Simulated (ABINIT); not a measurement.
**Ga in ABINIT: the effect of smearing**

The system is Ga.

```
Ga
1.0
     1.38300   -4.02650    0.00000
     1.38300    4.02650    0.00000
    -0.11745    0.00000    3.32993
Ga
2
Direct
  0.13100 0.86900 0.75000
  0.86900 0.13100 0.25000
```

This isn't the form of Ga at room conditions, which is orthorhombic.

Alike in all runs:

* Program: ABINIT 10.8.3 (patched build)
* Task: single point
* Functional: PBE
* Potentials or basis: JTH PAW PBE v2.0
* Cutoff: 463 eV
* k mesh: 10 × 10 × 8
* Spin: no spin polarisation

```csv
smearing,occupations,pressure (GPa),largest force (eV/Å)
fermi-dirac,"fermi-dirac, width 0.2 eV",?,?
gaussian,"gaussian, width 0.2 eV",1.5,0.19
cold,"cold (ABINIT), width 0.2 eV",1.4,0.20
cold-b,"cold-b (ABINIT), width 0.2 eV",1.4,0.20
methfessel-paxton,"methfessel-paxton, width 0.2 eV",1.4,0.20
```

Task: What does the run with smearing fermi-dirac give?

Result: Pressure 1.8 GPa; largest force 0.18 eV/Å.
